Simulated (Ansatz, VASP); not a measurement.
**Ni in VASP and in Ansatz**

```xyz
2
Lattice="0.0000 2.5485 2.5485 2.5485 0.0000 2.5485 2.5485 2.5485 0.0000" Properties=species:S:1:pos:R:3 pbc="T T T"
Ni    0.6371    0.6371    0.6371
Ni    4.4599    4.4599    4.4599
```

Alike in both runs: functional PBE; k mesh 11 × 11 × 11; occupations fermi-dirac, width 0.1 eV; no spin polarisation.

Ansatz relaxed the structure, and its values are those at the end. VASP's run is a single point on that final structure, the one shown.

|  | VASP | Ansatz |
| --- | --- | --- |
| version | VASP 6.6.1 | Ansatz 0.2.0 |
| potentials or method | VASP PAW PBE potentials, release 64 (Ni) | plane waves (420 eV) with PAW, scalar-relativistic |
| plane-wave cutoff (eV) | 520 | 420 |
| valence electrons in the cell | 20 | 36 |

|  | VASP | Ansatz | Ansatz less VASP |
| --- | --- | --- | --- |
| pressure (GPa) | 0.0 | 0.0 | -0.02 |

The functional is the same, so the differences come from potentials, cutoffs and numerics. The two sets of potentials don't hold the same shells in valence.

Caveats: the run has no spin polarisation, though such a crystal can be magnetic. Spin polarisation is off, so any magnetic state and its effect on volume and gap are missing.
